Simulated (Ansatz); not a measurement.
## Convergence of Te₂Mo with the smearing width on a coarse mesh

Level of theory: DFT LDA, scalar-relativistic, plane waves, PAW in Ansatz 0.2.0.

```
CELL_PARAMETERS angstrom
6.36161 0.00000 0.00000
0.00000 3.48040 0.00000
-0.08574 0.00000 36.17589
ATOMIC_POSITIONS crystal
Te 0.07915 0.75000 0.44347
Te 0.92085 0.25000 0.55653
Te 0.57075 0.25000 0.45930
Te 0.42925 0.75000 0.54070
Mo 0.81865 0.75000 0.50253
Mo 0.18135 0.25000 0.49747
```

```json
{"plane-wave cutoff": "420 eV", "Γ-centred k-mesh": "3×5×1", "spin treatment": "unpolarised"}
```

The atoms are held and the smearing width on a coarse mesh is swept. Energies are extrapolated to zero smearing and count from the reference run, 6×10×1 Γ-centred mesh, Gaussian smearing 0.1 eV. The cell isn't necessarily relaxed at this level. Spin–orbit coupling is left out. Pressure is positive in compression.

| rule, width (eV) | ΔE (meV/atom) | ΔF, free energy (meV/atom) | P (GPa) | largest change of a force component (eV/Å) |
| --- | --- | --- | --- | --- |
| Gaussian 0.01 | -2.21 | -1.64 | -0.89 | 0.044 |
| Gaussian 0.05 | -2.46 | -2.14 | -0.89 | 0.044 |
| Gaussian 0.1 | -2.75 | -2.78 | -0.89 | 0.043 |
| Gaussian 0.2 | -2.94 | -4.41 | -0.89 | 0.050 |
| Gaussian 0.4 | ? | ? | ? | ? |

**Question.** Fill in the withheld rows.

**Answer.** The withheld rows:

| rule, width (eV) | ΔE (meV/atom) | ΔF, free energy (meV/atom) | P (GPa) | largest change of a force component (eV/Å) |
| --- | --- | --- | --- | --- |
| Gaussian 0.4 | -0.83 | -12.3 | -0.88 | 0.137 |

Cost: 5 runs of about 0.77 core-minutes in all, on Intel Xeon 6975P-C (Granite Rapids) (shared hosts).